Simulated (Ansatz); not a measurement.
# As: relativistic levels of theory, part 2 of 2

What happens to As at a fixed cell under these changes: no relativity; spin-orbit coupling on; point nuclei; inner shells corrected to Dirac's equation?

Ansatz 0.2.0; DFT PBEsol; a Materials Project cell. «Crystal datasets» are all-electron PAW datasets made for this crystal.

**4. Spin-orbit coupling on, PAW**

input.yaml

```yaml
crystal:
  lattice:
    - [1.8774110887, 1.0839237974, 3.7043351684]
    - [-1.8774110887, 1.0839237974, 3.7043351684]
    - [0.0, -2.1678475948, 3.7043351684]
  atoms:
    - { symbol: As, position: [0.22443359, 0.22443359, 0.22443359] }
    - { symbol: As, position: [0.77556641, 0.77556641, 0.77556641] }
kpoints:
  mp_grid: { grid: [12, 12, 12] }
  band_path:
    path:
      - [0.0, 0.0, 0.0]
      - [0.5, 0.5, 0.5]
      - [0.776253106, 0.223746894, 0.5]
      - [0.5, -0.223746894, 0.223746894]
      - [0.5, 0.0, 0.0]
      - [0.0, 0.0, 0.0]
      - [0.361873447, -0.361873447, 0.0]
      - [0.638126553, 0.0, 0.361873447]
      - [0.5, 0.0, 0.5]
    npoints: 5
scf:
  occupations: { method: fermi_dirac, width: 0.05 }
hamiltonian:
  xc: pbesol
  pseudopotentials: { kind: paw_fr }
output:
  forces: true
  stress: true
  eigenvalues: true
  efg: { contact_densities: true }
magnetization:
  noncollinear: true
  spin_orbit: true
```

The run is started by

```sh
> ansatz run input.yaml --threads 1 --pin off --max-ram 2048MiB --backend cpu --events-out ev --progress --plain --runs-dir out
```

Standard output, shortened:

```text
[...]
Pseudopotentials: kind: paw_fr
Pseudopotential: As, paw_fr, valence charge 15, recommended cutoff 420 eV (normal)#standard-fr
Functional definition: PBEsol
[...]
non-collinear run that drives no moment, with spin-orbit: no starting moment large enough to seed its density (crystal.atoms[].spin), no starting occupations that ask for one, no magnetisation constraint and no magnetic field, so the semilocal B_xc is pinned to zero
Crystal: 2 atoms, lattice volume = 45.229 Å³
Basis set: ecut = 420 eV, 895 PW (Γ), exchange–correlation on 60×60×60 points (8 copies of the dense FFT grid, shifted against one another)
Bands: 38, of which v1, the nominal top of the filled ones, is band 30 counted from 1 (29 counted from 0)
Symmetry: 12 space group operations + 12 with time reversal
Magnetic group: BNS 166.98 (UNI 1328), of the structure as read, at distance tolerance 3.6e-5 Å
[...]
Free energy (F): -9626.246382 eV
[...]
E sigma→0 (E₀):  -9626.245377 eV
Entropy (-TS):   -0.002009 eV (-1.004 meV/atom)
Fermi energy:    9.989280 eV
[...]
--- Forces (eV/Å), atoms counted from 1 ---
  atom   1  As     0.00000000     0.00000000     0.16804693
  atom   2  As    -0.00000000    -0.00000000    -0.16804693
[...]
--- Stress (GPa, compression-positive) ---
       -1.075447      -0.000000      -0.000000
       -0.000000      -1.075447      -0.000000
       -0.000000      -0.000000      -2.006361
  P = ⅓ Tr σ = -1.3858 GPa (-13.858 kbar)
--- PAW observables at the nuclei: V_zz in 10²¹ V/m², potentials from the cell's mean, atoms counted from 1 ---
  atom   1  As V_zz =    -5.476538   η = 0.0000   by run symmetry: allowed
            electrostatic potential = -4515.199840 V   contact ρ = 235270.360566 e/Å³
  atom   2  As V_zz =    -5.476538   η = 0.0000   by run symmetry: allowed
            electrostatic potential = -4515.199840 V   contact ρ = 235270.360566 e/Å³
--- Band table (eV; the first three rows and the last of 189) ---
[...]
```

It took 59 s on 1 thread of Arm Neoverse V2, shared host.

This run gives: pressure -1.39 GPa; no gap; largest force 0.168 eV/Å; Vzz As1 -5.48 (η = 0.00) (10²¹ V/m²).

**5. Point nuclei, LAPW**

input.yaml

```yaml
crystal:
  lattice:
    - [1.8774110887, 1.0839237974, 3.7043351684]
    - [-1.8774110887, 1.0839237974, 3.7043351684]
    - [0.0, -2.1678475948, 3.7043351684]
  atoms:
    - { symbol: As, position: [0.22443359, 0.22443359, 0.22443359] }
    - { symbol: As, position: [0.77556641, 0.77556641, 0.77556641] }
kpoints:
  mp_grid: { grid: [12, 12, 12] }
scf:
  occupations: { method: fermi_dirac, width: 0.05 }
hamiltonian:
  xc: pbesol
  pseudopotentials:
    kind: all_electron
    lapw: { basis_error: 0.0005 }
    nuclear_model: point
output:
  forces: true
  stress: true
  eigenvalues: true
```

The run is started by

```sh
> ansatz run input.yaml --threads 1 --pin off --max-ram 2048MiB --backend cpu --events-out ev --progress --plain --runs-dir out
```

Standard output, shortened:

```text
LAPW: plane waves up to 9.036 Å⁻¹, error target 5.0e-4 eV per atom; small_component_spin mean_spin; As in spheres of 1.260 Å, 23 of its electrons in bands, Dirac shells []
[...]
[... 1 set-up line as earlier in the session ...]
Pseudopotential: As, LAPW, valence charge 23, Koelling and Harmon's equation, point nucleus
[... 1 set-up line as earlier in the session ...]
[...]
Crystal: 2 atoms, lattice volume = 45.229 Å³
Basis set: ecut = 311.0624799330199 eV, 593 PW (Γ), FFT grids on a1−a3, a2−a3, a3, exchange–correlation at level 2
Bands: 28, of which v1, the nominal top of the filled ones, is band 23 counted from 1 (22 counted from 0)
[... 2 set-up lines as earlier in the session ...]
k-points: 189 of 1728
[...]
SCF iter   1: F=—  HF=-122962.459369 eV  |F-HF|=—  |Δ(HF+E_count)|=         —  Δρ=1.91e-2  dr2=1.22e-1  ethr=2.64e-4  ⟨swp⟩=3.0  Hψ=34220  notcnv=0
[...]
the basis was enlarged: its passes take 328.2 KiB over the memory plan, 1 of 1 planned eigensolver slots
[...]
SCF iter   9: F=-122962.430063 eV  HF=-122962.430063 eV  |F-HF|=3.93e-10  |Δ(HF+E_count)|=   1.28e-7  Δρ=9.23e-6  dr2=6.91e-8  ethr=6.01e-10  ⟨swp⟩=2.8  Hψ=15306  notcnv=0
[...]
SCF converged after 9 iterations
Free energy (F): -122962.430063 eV
[...]
E sigma→0 (E₀):  -122962.429056 eV
Entropy (-TS):   -0.002014 eV (-1.007 meV/atom)
Fermi energy:    10.620779 eV
[...]
--- Forces (eV/Å), atoms counted from 1 ---
  atom   1  As     0.00000000     0.00000000     0.16815152
  atom   2  As    -0.00000000    -0.00000000    -0.16815152
[...]
--- Stress (GPa, compression-positive) ---
       -1.102224      -0.000000      -0.000000
       -0.000000      -1.102224      -0.000000
       -0.000000      -0.000000      -1.991190
  P = ⅓ Tr σ = -1.3985 GPa (-13.985 kbar)
--- Band table (eV; the first three rows and the last of 189) ---
[...]
```

Wall time 49 s (1 thread of Arm Neoverse V2, shared host).

This run gives: pressure -1.40 GPa; no gap; largest force 0.168 eV/Å.

**6. Point nuclei, crystal datasets**

input.yaml: that of step 5 with these lines changed.

```diff
@@ -14,6 +14,3 @@
   xc: pbesol
-  pseudopotentials:
-    kind: all_electron
-    lapw: { basis_error: 0.0005 }
-    nuclear_model: point
+  pseudopotentials: { kind: all_electron, datasets: crystal, nuclear_model: point }
 output:
@@ -22 +19,2 @@
   eigenvalues: true
+  efg: { contact_densities: true }
```

The run is started by

```sh
> ansatz run input.yaml --threads 1 --pin off --max-ram 2048MiB --backend cpu --events-out ev --progress --plain --runs-dir out
```

Standard output, shortened:

```text
[...]
[... 1 set-up line as earlier in the session ...]
Pseudopotential: As, paw, valence charge 15, recommended cutoff 240 eV (normal), Koelling and Harmon's equation, point nucleus
[... 1 set-up line as earlier in the session ...]
[...]
Crystal: 2 atoms, lattice volume = 45.229 Å³
Basis set: ecut = 240 eV, 381 PW (Γ), exchange–correlation on 48×48×48 points (8 copies of the dense FFT grid, shifted against one another)
Bands: 9, of which v1, the nominal top of the filled ones, is band 5 counted from 1 (4 counted from 0)
[... 2 set-up lines as earlier in the session ...]
k-points: 189 of 1728
[...]
SCF iter   1: F=—  HF=-122962.446888 eV  |F-HF|=—  |Δ(HF+E_count)|=         —  Δρ=2.32e-2  dr2=1.65e-1  ethr=1.77e-3  ⟨swp⟩=3.5  Hψ=11011  notcnv=0
[...]
--- Forces (eV/Å), atoms counted from 1 ---
  atom   1  As     0.00000000    -0.00000000     0.16828214
  atom   2  As     0.00000000     0.00000000    -0.16828214
[...]
--- Stress (GPa, compression-positive) ---
       -1.103257      -0.000000      -0.000000
       -0.000000      -1.103257      -0.000000
       -0.000000      -0.000000      -1.993180
  P = ⅓ Tr σ = -1.3999 GPa (-13.999 kbar)
  It holds what live shells' own plane waves past their cutoff add
--- PAW observables at the nuclei: V_zz in 10²¹ V/m², potentials from the cell's mean, atoms counted from 1 ---
  atom   1  As V_zz =    -5.542193   η = 0.0000   by run symmetry: allowed
            electrostatic potential = -4512.926899 V   contact ρ = 240903.941291 e/Å³
  atom   2  As V_zz =    -5.542193   η = 0.0000   by run symmetry: allowed
            electrostatic potential = -4512.926899 V   contact ρ = 240903.941291 e/Å³
--- Band table (eV; the first three rows and the last of 189) ---
  k-point 0: bands = ["-4.2925", "4.2999", "7.8581", "8.6891", "8.6891", "11.9350", "13.2525", "13.2525"]
[...]
```

Wall time 7.6 s (1 thread of Arm Neoverse V2, shared host).

This run gives: pressure -1.40 GPa; no gap; largest force 0.168 eV/Å; Vzz As1 -5.54 (η = 0.00) (10²¹ V/m²).

**7. Inner shells corrected to Dirac's equation, LAPW**

input.yaml: that of step 6 with these lines changed.

```diff
@@ -14,3 +14,6 @@
   xc: pbesol
-  pseudopotentials: { kind: all_electron, datasets: crystal, nuclear_model: point }
+  pseudopotentials:
+    kind: all_electron
+    lapw: { basis_error: 0.0005 }
+    dirac_shells: { As: ["3p"] }
 output:
@@ -19,2 +22 @@
   eigenvalues: true
-  efg: { contact_densities: true }
```

The run is started by

```sh
> ansatz run input.yaml --threads 1 --pin off --max-ram 2048MiB --backend cpu --events-out ev --progress --plain --runs-dir out
```

Standard output, shortened:

```text
LAPW: plane waves up to 9.036 Å⁻¹, error target 5.0e-4 eV per atom; small_component_spin mean_spin; As in spheres of 1.260 Å, 23 of its electrons in bands, Dirac shells [2p, 3p]
[...]
[... 1 set-up line as earlier in the session ...]
Pseudopotential: As, LAPW, valence charge 23, Koelling and Harmon's equation with Dirac's for 2p 3p, gaussian nucleus
[... 1 set-up line as earlier in the session ...]
[...]
Crystal: 2 atoms, lattice volume = 45.229 Å³
Basis set: ecut = 311.06935745339365 eV, 593 PW (Γ), FFT grids on a1−a3, a2−a3, a3, exchange–correlation at level 2
Bands: 28, of which v1, the nominal top of the filled ones, is band 23 counted from 1 (22 counted from 0)
[... 2 set-up lines as earlier in the session ...]
k-points: 189 of 1728
[...]
SCF iter   1: F=—  HF=-122968.205912 eV  |F-HF|=—  |Δ(HF+E_count)|=         —  Δρ=1.91e-2  dr2=1.22e-1  ethr=2.64e-4  ⟨swp⟩=3.0  Hψ=34220  notcnv=0
[...]
the basis was enlarged: its passes take 316.9 KiB over the memory plan, 1 of 1 planned eigensolver slots
[...]
SCF iter   9: F=-122968.176604 eV  HF=-122968.176604 eV  |F-HF|=3.06e-10  |Δ(HF+E_count)|=   1.28e-7  Δρ=9.23e-6  dr2=6.91e-8  ethr=6.01e-10  ⟨swp⟩=2.8  Hψ=15306  notcnv=0
[...]
SCF converged after 9 iterations
Free energy (F): -122968.176604 eV
[...]
E sigma→0 (E₀):  -122968.175597 eV
Entropy (-TS):   -0.002014 eV (-1.007 meV/atom)
Fermi energy:    10.621261 eV
[...]
--- Forces (eV/Å), atoms counted from 1 ---
  atom   1  As     0.00000000    -0.00000000     0.16847604
  atom   2  As    -0.00000000     0.00000000    -0.16847604
[...]
--- Stress (GPa, compression-positive) ---
       -1.099202      -0.000000      -0.000000
       -0.000000      -1.099202      -0.000000
       -0.000000      -0.000000      -1.989129
  P = ⅓ Tr σ = -1.3958 GPa (-13.958 kbar)
--- Band table (eV; the first three rows and the last of 189) ---
[...]
```

It took 50 s on 1 thread of Arm Neoverse V2, shared host.

This run gives: pressure -1.40 GPa; no gap; largest force 0.168 eV/Å.

**8. Side by side**

```
                                             run  pressure (GPa)  largest force (eV/Å)  Vzz As1 (10²¹ V/m²)  SCF cycles, all passes
                             no relativity, LAPW           -1.17                 0.203                    –                       9
                    spin-orbit coupling on, LAPW           -1.38                 0.166                    –                       9
                     spin-orbit coupling on, PAW           -1.39                 0.168                -5.48                       8
                              point nuclei, LAPW           -1.40                 0.168                    –                       9
                  point nuclei, crystal datasets           -1.40                 0.168                -5.54                       7
inner shells corrected to Dirac's equation, LAPW           -1.40                 0.168                    –                       9
```

**9. What came out**

What follows sums up all 2 parts.

| quantity | value |
| --- | --- |
| pressure, no relativity, LAPW | -1.17 GPa |
| pressure, spin-orbit coupling on, LAPW | -1.38 GPa |
| pressure, point nuclei, LAPW | -1.40 GPa |
| pressure, inner shells corrected to Dirac's equation, LAPW | -1.40 GPa |

**Reading.** Going from no relativity to the scalar-relativistic run with point nuclei moves the pressure by -0.23 GPa; the heaviest element has Z = 33. From that run, spin-orbit coupling moves the pressure by +0.02 GPa. With spin-orbit coupling: in pressure, PAW differs from LAPW by less than 0.01 GPa.
